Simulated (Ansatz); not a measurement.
**How the gradients follow the element M in PtSe2 and its analogues**

Level of theory: DFT, PBE, plane waves and PAW, scalar-relativistic, 420 eV cutoff (Ansatz 0.2.0). The cells come from the COD and the Materials Project (computed, not necessarily observed phases), with the atoms as given or relaxed (PBE, cell held). Calculated pressures reach 3 GPa in size in them. Spin–orbit coupling is left out, which moves gradients at and beside heavy atoms (Pt) by some per cent and at some sites by far more. All compounds take space group P-3m1 with the same Wyckoff sites and nearly the same cell shape, and differ in the element M (Pt, Sn, Zr). Sites are named by their Wyckoff letter. V_zz in 10²¹ V/m².

| M | compound | source | cell edges (Å) | first shell of Se on d | Se on d: V_zz (η) | M on a: V_zz (η) |
| --- | --- | --- | --- | --- | --- | --- |
| Pt | PtSe2 | MP | 3.717, 5.820 | 3 Pt at 2.52 Å | ? | ? |
| Sn | SnSe2 | COD, relaxed | 3.811, 6.136 | 3 Sn at 2.72 Å | -4.64 (0.00) | -0.18 (0.00) |
| Zr | ZrSe2 | MP, relaxed | 3.811, 6.400 | 3 Zr at 2.71 Å | -0.40 (0.00) | -2.38 (0.00) |

Question: Estimate the values withheld for PtSe2.

Answer: Se on d: -8.07 (0.00); Pt on a: 8.37 (0.00).

In PtSe2, SnSe2, ZrSe2 small gradients can still move by 0.1 or more with the k-mesh.
